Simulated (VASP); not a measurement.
# BeTe (F-43m) in VASP: further runs

The runs below take BeTe through relaxation of the atoms, relaxation of cell and atoms, with PBE, PBEsol.

Everything below comes from runs of VASP 6.6.1. Logs are shortened: lines on timing, memory, paths and dates and some standing lists are left out, and cuts for length are marked.

### 1 Starting point

It takes space group F-43m (No. 216, cubic). Conventional cell: a = 5.540 Å, b = 5.540 Å, c = 5.540 Å, α = 90.00°, β = 90.00°, γ = 90.00°. Around Be (site symmetry -43m) lie 4 Te at 2.40 Å. Te (site symmetry -43m) is surrounded by 4 Be at 2.40 Å.

### 2 Relaxation of the atoms, PBE (a relaxed cell with its volume scaled by 1.02)

INCAR reads:

```
PREC = Accurate
ENCUT = 300
EDIFF = 1E-7
ISMEAR = 0
SIGMA = 0.03
LREAL = False
LASPH = True
NELM = 80
ALGO = Fast
ISIF = 2
LWAVE = False
LCHARG = False
GGA = PE
IBRION = 2
NSW = 40
EDIFFG = -0.01
```

KPOINTS reads:

```
regular mesh
0
Gamma
  4 4 4
```

POSCAR reads:

```
BeTe                                    
1.0
    0.0000000000      2.8600601366      2.8600601366
    2.8600601366      0.0000000000      2.8600601366
    2.8600601366      2.8600601366      0.0000000000
  Be              Te            
     1     1
Direct
     0.0000000000000000    0.0000000000000000    0.0000000000000000
     0.2500000000000000    0.2500000000000000    0.2500000000000000
```

Potentials or basis: VASP PAW PBE potentials, release 64 (Be, Te).

On the command line:

```bash
$ cat potpaw_PBE.64/Be/POTCAR potpaw_PBE.64/Te/POTCAR > POTCAR
$ mpirun -np 1 vasp_std > vasp.out
```

OUTCAR:

```text
PREC = Accurate
   ENCUT = 300
   EDIFF = 1E-7
   ISMEAR = 0
   LREAL = False
   LASPH = True
   NELM = 80
   ISIF = 2
   GGA = PE
   IBRION = 2
   NSW = 40
   EDIFFG = -0.01

 ion  position               nearest neighbor table
   1  0.000  0.000  0.000-   2 2.48   2 2.48   2 2.48   2 2.48
   2  0.250  0.250  0.250-   1 2.48   1 2.48   1 2.48   1 2.48

  LATTYP: Found a face centered cubic cell.
 ALAT       =     5.7201202732

  Lattice vectors:

 A1 = (   0.0000000000,   2.8600601366,   2.8600601366)
 A2 = (   2.8600601366,   0.0000000000,   2.8600601366)
 A3 = (   2.8600601366,   2.8600601366,   0.0000000000)

Analysis of symmetry for initial positions (statically):
=====================================================================
 Subroutine PRICEL returns:
 Original cell was already a primitive cell.

 Routine SETGRP: Setting up the symmetry group for a
 face centered cubic supercell.

 Subroutine GETGRP returns: Found 24 space group operations
 (whereof 24 operations were pure point group operations)
 out of a pool of 48 trial point group operations.

The static configuration has the point symmetry T_d .

Analysis of symmetry for dynamics (positions and initial velocities):
=====================================================================
 Subroutine PRICEL returns:
 Original cell was already a primitive cell.

 Routine SETGRP: Setting up the symmetry group for a
 face centered cubic supercell.

 Subroutine GETGRP returns: Found 24 space group operations
 (whereof 24 operations were pure point group operations)
 out of a pool of 48 trial point group operations.

The dynamic configuration has the point symmetry T_d .

 Subroutine INISYM returns: Found 24 space group operations
 (whereof 24 operations are pure point group operations),
 and found     1 'primitive' translations

----------------------------------------------------------------------------------------

                                     Primitive cell

  volume of cell :      46.7903

  direct lattice vectors                    reciprocal lattice vectors
     0.000000000  2.860060137  2.860060137    -0.174821499  0.174821499  0.174821499
     2.860060137  0.000000000  2.860060137     0.174821499 -0.174821499  0.174821499
     2.860060137  2.860060137  0.000000000     0.174821499  0.174821499 -0.174821499

  length of vectors
     4.044735834  4.044735834  4.044735834     0.302799718  0.302799718  0.302799718

  position of ions in fractional coordinates (direct lattice)
     0.000000000  0.000000000  0.000000000
     0.250000000  0.250000000  0.250000000

  ion indices of the primitive-cell ions
   primitive index   ion index
                 1           1
                 2           2

----------------------------------------------------------------------------------------

 KPOINTS: regular mesh

Automatic generation of k-mesh.
 Grid dimensions read from file:
 generate k-points for:    4    4    4

 Generating k-lattice:

  Cartesian coordinates                     Fractional coordinates (reciprocal lattice)
    -0.043705375  0.043705375  0.043705375     0.250000000  0.000000000  0.000000000
     0.043705375 -0.043705375  0.043705375     0.000000000  0.250000000  0.000000000
     0.043705375  0.043705375 -0.043705375     0.000000000  0.000000000  0.250000000

  Length of vectors
     0.075699930  0.075699930  0.075699930

  Shift w.r.t. Gamma in fractional coordinates (k-lattice)
     0.000000000  0.000000000  0.000000000

 Subroutine IBZKPT returns following result:
 ===========================================

 Found      8 irreducible k-points:

 Following reciprocal coordinates:
            Coordinates               Weight
  0.000000  0.000000  0.000000      1.000000
  0.250000  0.000000  0.000000      8.000000
  0.500000  0.000000  0.000000      4.000000
  0.250000  0.250000  0.000000      6.000000
  0.500000  0.250000  0.000000     24.000000
 -0.250000  0.250000  0.000000     12.000000
  0.500000  0.500000  0.000000      3.000000
 -0.250000  0.500000  0.250000      6.000000
   k-points           NKPTS =      8   k-points in BZ     NKDIM =      8   number of bands    NBANDS=      8
   number of dos      NEDOS =    301   number of ions     NIONS =      2
   total plane-waves  NPLWV =  13824
   dimension x,y,z NGX =    24 NGY =   24 NGZ =   24
   dimension x,y,z NGXF=    48 NGYF=   48 NGZF=   48
   ions per type =               1   1
   NGX,Y,Z   is equivalent  to a cutoff of   9.86,  9.86,  9.86 a.u.
   NGXF,Y,Z  is equivalent  to a cutoff of  19.73, 19.73, 19.73 a.u.
 SYSTEM =  unknown system
   PREC   = accura    normal or accurate (medium, high low for compatibility)
   ISTART =      0    job   : 0-new  1-cont  2-samecut
   ICHARG =      2    charge: 1-file 2-atom 10-const
   ISPIN  =      1    spin polarized calculation?
   LNONCOLLINEAR =      F non collinear calculations
   LSORBIT =      F    spin-orbit coupling
   LASPH  =      T    aspherical Exc in radial PAW
   ENCUT  =  300.0 eV  22.05 Ry    4.70 a.u.   5.71  5.71  5.71*2*pi/ulx,y,z
   NELM   =     80;   NELMIN=  2; NELMDL= -5     # of ELM steps
   EDIFF  = 0.1E-06   stopping-criterion for ELM
   LREAL  =      F    real-space projection
   EDIFFG = -.1E-01   stopping-criterion for IOM
   NSW    =     40    number of steps for IOM
   IBRION =      2    ionic relax: 0-MD 1-quasi-New 2-CG
   NFREE  =      1    steps in history (QN), initial steepest desc. (CG)
   ISIF   =      2    stress and relaxation
   ISYM   =      2    0-nonsym 1-usesym 2-fastsym
   POTIM  = 0.5000    time-step for ionic-motion
   TEBEG  =    0.0;   TEEND  =   0.0 temperature during run
   PSTRESS=    0.0 pullay stress
   NELECT =       8.0000    total number of electrons
   NUPDOWN=      -1.0000    fix difference up-down
   EMIN   =  10.00;   EMAX   =-10.00  energy-range for DOS
   EFERMI =   0.00;   METHOD = LEGACY
   ISMEAR =     0;   SIGMA  =   0.03  broadening in eV -4-tet -1-fermi 0-gaus
   EFERMI_NEDOS =   21; number of points for ismear=-14 and -15
   IALGO  =     68    algorithm
   IMIX   =      4    mixing-type and parameters
     AMIX     =   0.40;   BMIX     =  1.00
     AMIX_MAG =   1.60;   BMIX_MAG =  1.00
  volume/ion in A,a.u.               =      23.40       157.88
  Fermi-wavevector in a.u.,A,eV,Ry     =   0.908628  1.717059 11.233047  0.825606
  Thomas-Fermi vector in A             =   2.032577
   LORBIT       =      0    0 simple, 1 ext, 2 COOP (PROOUT), +10 PAW based schemes
   GGA     = PE    functional components
   LHFCALC =     F    Hartree Fock is set to
   AEXX    =    0.0000 exact exchange contribution
   IVDW    =     0    specifies the selected vdW correction
   LEPSILON=     F    determine dielectric tensor
   LRPA    =     F    only Hartree local field effects (RPA)
 conjugate gradient relaxation of ions
 non-spin polarized calculation
 RMM-DIIS sequential band-by-band and
 Gauss-broadening in eV      SIGMA  =   0.03
  energy-cutoff  :      300.00
  volume of cell :       46.79
 maximum number of plane-waves:       568
 NGX is ok and might be reduce to    24
   NGX = 11   NGY = 11   NGZ = 11

 number of electron       7.9999997 magnetization

 Free energy of the ion-electron system (eV)
  ---------------------------------------------------
  ext. energy  EPLUGINS =         0.00000000
  ---------------------------------------------------
  free energy    TOTEN  =        -7.54463019 eV

  energy without entropy =       -7.54463019  energy(sigma->0) =       -7.54463019

 E-fermi :   4.8086     XC(G=0):  -8.8573

 val. band max:        4.6095636266   @ k =   0.0000   0.0000   0.0000
 cond. band min:       6.6836889815   @ k =   0.5000   0.5000   0.0000
 fundamental gap:      2.0741253549
 Fermi energy:         4.8085631438

 k-point     1 :       0.0000    0.0000    0.0000
  band No.  band energies     occupation
      1      -7.3878      2.00000
      2       4.6096      2.00000
      3       4.6096      2.00000
      4       4.6096      2.00000
      5       8.0951      0.00000
      6       8.2426      0.00000
      7       8.2426      0.00000
      8       8.2426      0.00000

 k-point     2 :       0.2500    0.0000    0.0000
  band No.  band energies     occupation
      1      -6.8717      2.00000
      2       1.4415      2.00000
      3       3.9833      2.00000
      4       3.9833      2.00000
      5       7.8079      0.00000
      6       9.0748      0.00000
      7       9.0748      0.00000
      8      11.3906      0.00000

 k-point     3 :       0.5000    0.0000    0.0000
  band No.  band energies     occupation
      1      -6.1539      2.00000
      2      -0.6480      2.00000
      3       3.5503      2.00000
      4       3.5503      2.00000
      5       7.5548      0.00000
      6       9.2044      0.00000
      7       9.2044      0.00000
      8      12.4293      0.00000

 k-point     4 :       0.2500    0.2500    0.0000
  band No.  band energies     occupation
      1      -6.6958      2.00000
      2       1.8016      2.00000
      3       3.0433      2.00000
      4       3.0433      2.00000
      5       7.2699      0.00000
      6       8.9580      0.00000
      7      10.9184      0.00000
      8      10.9184      0.00000

 k-point     5 :       0.5000    0.2500    0.0000
  band No.  band energies     occupation
      1      -5.9581      2.00000
      2      -0.0072      2.00000
      3       1.7929      2.00000
      4       2.7209      2.00000
      5       7.6120      0.00000
      6      10.0674      0.00000
      7      10.9668      0.00000
      8      11.3406      0.00000

 k-point     6 :      -0.2500    0.2500    0.0000
  band No.  band energies     occupation
      1      -6.2145      2.00000
      2       0.4496      2.00000
      3       1.6308      2.00000
      4       3.4833      2.00000
      5       8.3335      0.00000
      6      10.0683      0.00000
      7      10.6552      0.00000
      8      11.0623      0.00000

 k-point     7 :       0.5000    0.5000    0.0000
  band No.  band energies     occupation
      1      -5.7050      2.00000
      2      -0.2699      2.00000
      3       2.1291      2.00000
      4       2.1291      2.00000
      5       6.6837      0.00000
      6       7.3247      0.00000
      7      14.0132      0.00000
      8      14.0132      0.00000

 k-point     8 :      -0.2500    0.5000    0.2500
  band No.  band energies     occupation
      1      -5.6766      2.00000
      2       0.2155      2.00000
      3       1.1518      2.00000
      4       1.6143      2.00000
      5       9.8658      0.00000
      6      10.0546      0.00000
      7      10.1804      0.00000
      8      10.5890      0.00000

------------------------ aborting loop because EDIFF is reached ----------------------------------------

  FORCE on cell =-STRESS in cart. coord.  units (eV):
  Direction    XX          YY          ZZ          XY          YZ          ZX
  --------------------------------------------------------------------------------------
  -------------------------------------------------------------------------------------
  Total       -0.3070141     -0.3070141     -0.3070141     -0.0000000      0.0000000     -0.0000000
  in kB      -10.5126805    -10.5126805    -10.5126805     -0.0000000      0.0000000     -0.0000000
  external PRESSURE =     -10.5126805 kB  Pullay stress =       0.0000000 kB

 VOLUME and BASIS-vectors are now :
 -----------------------------------------------------------------------------
  energy-cutoff  :      300.00
  volume of cell :       46.79
      direct lattice vectors                 reciprocal lattice vectors
     0.000000000  2.860060137  2.860060137    -0.174821499  0.174821499  0.174821499
     2.860060137  0.000000000  2.860060137     0.174821499 -0.174821499  0.174821499
     2.860060137  2.860060137  0.000000000     0.174821499  0.174821499 -0.174821499

 POSITION                                       TOTAL-FORCE (eV/Angst)
 -----------------------------------------------------------------------------------
      0.00000      0.00000      0.00000         0.000000      0.000000      0.000000
      1.43003      1.43003      1.43003        -0.000000     -0.000000     -0.000000
 -----------------------------------------------------------------------------------
    total drift:                                0.000000      0.000000      0.000000

  FREE ENERGIE OF THE ION-ELECTRON SYSTEM (eV)
  ---------------------------------------------------
  free  energy   TOTEN  =        -7.5446301883 eV

  energy  without entropy=       -7.5446301883  energy(sigma->0) =       -7.54463019

 reached required accuracy - stopping structural energy minimisation
```

It took 3.4 s on 1 thread of AMD EPYC 7R13 (Zen 3), shared host; peak memory 0.1 GiB.

Results:

```
Free energy             : -7.5446 eV
Pressure after relaxing : -1.1 GPa
Band gap on the k mesh  : 2.07 eV, indirect (least direct gap 3.49 eV)
```

Final structure:
```yaml
crystal:
  lattice:
    - [0.00000, 2.86006, 2.86006]
    - [2.86006, 0.00000, 2.86006]
    - [2.86006, 2.86006, 0.00000]
  atoms:
    - { symbol: Be, position: [0.00000, 0.00000, 0.00000] }
    - { symbol: Te, position: [0.25000, 0.25000, 0.25000] }
```

Caveat: the k mesh is coarse (spacing up to 0.48 Å⁻¹), so the values aren't converged; the cutoff is under 1.25 times the usual one of these potentials, so pressure, stress and relaxed cells hold a basis-set (Pulay) error; the relaxation stopped at its first step, so nothing moved; spin-orbit coupling is left out, which moves the levels of the heavy elements. A k mesh can miss the band edges.

### 3 Relaxation of the atoms, PBE (a relaxed cell with its volume scaled by 1.04)

INCAR is that of step 2.

KPOINTS is that of step 2.

POSCAR reads:

```
BeTe                                    
1.0
    0.0000000000      2.8786324760      2.8786324760
    2.8786324760      0.0000000000      2.8786324760
    2.8786324760      2.8786324760      0.0000000000
  Be              Te            
     1     1
Direct
     0.0000000000000000    0.0000000000000000    0.0000000000000000
     0.2500000000000000    0.2500000000000000    0.2500000000000000
```

Potentials or basis: VASP PAW PBE potentials, release 64 (Be, Te).

On the command line:

```bash
$ cat potpaw_PBE.64/Be/POTCAR potpaw_PBE.64/Te/POTCAR > POTCAR
$ mpirun -np 1 vasp_std > vasp.out
```

Run time: 3.5 s. Hardware: 1 thread of AMD EPYC 7R13 (Zen 3), shared host; peak memory 0.1 GiB.

It converged, with:

- Free energy: -7.5358 eV
- Pressure after relaxing: -2.0 GPa
- Band gap on the k mesh: 2.12 eV, indirect (least direct gap 3.35 eV)

Final structure:
```
Be Te
1.0
     0.00000    2.87863    2.87863
     2.87863    0.00000    2.87863
     2.87863    2.87863    0.00000
Be Te
1 1
Direct
  0.00000 0.00000 0.00000
  0.25000 0.25000 0.25000
```

Levels at points of the mesh, in eV from the valence-band top:
```tsv
k point	band 2	band 3	band 4	band 5	band 6	band 7
(0.00, 0.00, 0.00)	0.00	0.00	0.00	3.35	3.65	3.65
(0.50, 0.00, 0.00)	-5.14	-1.03	-1.03	2.89	4.60	4.60
(0.50, 0.50, 0.00)	-4.78	-2.41	-2.41	2.12	2.74	9.28
```

Caveat: the k mesh is coarse (spacing up to 0.47 Å⁻¹), so the values aren't converged; the cutoff is under 1.25 times the usual one of these potentials, so pressure, stress and relaxed cells hold a basis-set (Pulay) error; the relaxation stopped at its first step, so nothing moved; spin-orbit coupling is left out, which moves the levels of the heavy elements.

### 4 Relaxation of the atoms, PBE (a relaxed cell with its volume scaled by 1.06)

INCAR is that of step 3.

KPOINTS is that of step 3.

POSCAR reads:

```
BeTe                                    
1.0
    0.0000000000      2.8969682091      2.8969682091
    2.8969682091      0.0000000000      2.8969682091
    2.8969682091      2.8969682091      0.0000000000
  Be              Te            
     1     1
Direct
     0.0000000000000000    0.0000000000000000    0.0000000000000000
     0.2500000000000000    0.2500000000000000    0.2500000000000000
```

On the command line:

```bash
$ cat potpaw_PBE.64/Be/POTCAR potpaw_PBE.64/Te/POTCAR > POTCAR
$ mpirun -np 1 vasp_std > vasp.out
```

Run time: 3.1 s. Hardware: 1 thread of AMD EPYC 7R13 (Zen 3), shared host; peak memory 0.1 GiB.

It converged, with:

| Item | Value |
| --- | --- |
| Free energy | -7.5218 eV |
| Pressure after relaxing | -2.9 GPa |
| Band gap on the k mesh | 2.16 eV, indirect (least direct gap 3.22 eV) |

Final structure:
```yaml
crystal:
  lattice:
    - [0.00000, 2.89697, 2.89697]
    - [2.89697, 0.00000, 2.89697]
    - [2.89697, 2.89697, 0.00000]
  atoms:
    - { symbol: Be, position: [0.00000, 0.00000, 0.00000] }
    - { symbol: Te, position: [0.25000, 0.25000, 0.25000] }
```

Levels at points of the mesh, in eV from the valence-band top:
```csv
k point,band 2,band 3,band 4,band 5,band 6,band 7
"(0.00, 0.00, 0.00)",0.00,0.00,0.00,3.22,3.66,3.66
"(0.50, 0.00, 0.00)",-5.03,-1.00,-1.00,2.84,4.60,4.60
"(0.50, 0.50, 0.00)",-4.69,-2.35,-2.35,2.16,2.76,9.16
```

Caveat: the k mesh is coarse (spacing up to 0.47 Å⁻¹), so the values aren't converged; the cutoff is under 1.25 times the usual one of these potentials, so pressure, stress and relaxed cells hold a basis-set (Pulay) error; the relaxation stopped at its first step, so nothing moved; spin-orbit coupling is left out, which moves the levels of the heavy elements.

### 5 Relaxation of cell and atoms, PBEsol

INCAR reads:

```
SYSTEM = BeTe
ALGO = Normal
EDIFF = 1E-6
EDIFFG = -0.01
ENCUT = 600
GGA = PS
IBRION = 2
ISIF = 3
ISMEAR = 0
KPAR = 4
LASPH = .TRUE.
LCHARG = .FALSE.
LREAL = .FALSE.
LWAVE = .FALSE.
NELM = 80
NSW = 90
PREC = Accurate
SIGMA = 0.03
```

KPOINTS reads:

```
k-points
0
G
  8 8 8
  0 0 0
```

POSCAR reads:

```
BeTe
1.0
    0.0000000000      2.7700000000      2.7700000000
    2.7700000000      0.0000000000      2.7700000000
    2.7700000000      2.7700000000      0.0000000000
Be Te
1 1
Direct
    0.0000000000      0.0000000000      0.0000000000
    0.2500000000      0.2500000000      0.2500000000
```

On the command line:

```bash
$ cat potpaw_PBE.64/Be/POTCAR potpaw_PBE.64/Te/POTCAR > POTCAR
$ mpirun -np 4 vasp_std > vasp.out
```

Wall time 9.8 s (4 MPI ranks of Intel Xeon Platinum 8488C (Sapphire Rapids), shared host); peak memory 0.18 GiB.

It converged, with:

```yaml
Free_energy: -8.2159 eV
Relaxed_volume: 22.10 Å³/atom
Relaxed_cell: a = 3.968 Å, b = 3.968 Å, c = 3.968 Å, α = 60.00°, β = 60.00°, γ = 60.00°
Space_group_after_relaxing_to_0.05_Å: F-43m (No. 216)
Energy_gained_by_relaxing: 6.5 meV/atom
Ionic_steps: 3
Pressure_after_relaxing: 0.0 GPa
Band_gap_on_the_k_mesh: 1.83 eV, indirect (least direct gap 3.59 eV)
```

The path:
| step | energy change (eV) | largest force (eV/Å) | pressure (GPa) | volume (Å³) |
| --- | --- | --- | --- | --- |
| 1 | 0.0000 | 0.0000 | 2.54 | 42.51 |
| 2 | -0.0122 | 0.0000 | -0.55 | 44.61 |
| 3 | -0.0129 | 0.0000 | 0.00 | 44.19 |

Final structure:
```
CELL_PARAMETERS angstrom
0.00000 2.80614 2.80614
2.80614 0.00000 2.80614
2.80614 2.80614 0.00000
ATOMIC_POSITIONS crystal
Be 0.00000 0.00000 0.00000
Te 0.25000 0.25000 0.25000
```

Levels at points of the mesh, in eV from the valence-band top:
```
           k point  band 2  band 3  band 4  band 5  band 6  band 7
(0.00, 0.00, 0.00)    0.00    0.00    0.00    3.59    3.59    3.59
(0.50, 0.00, 0.00)   -5.64   -1.15   -1.15    3.06    4.55    4.55
(0.50, 0.50, 0.00)   -5.19   -2.70   -2.70    1.83    2.60    9.77
```

Caveat: the PAW data sets were made with another functional, which shifts forces and pressure a little; spin-orbit coupling is left out, which moves the levels of the heavy elements. Zero-point motion and thermal expansion aren't in these numbers.

[end of part 1 of 2]
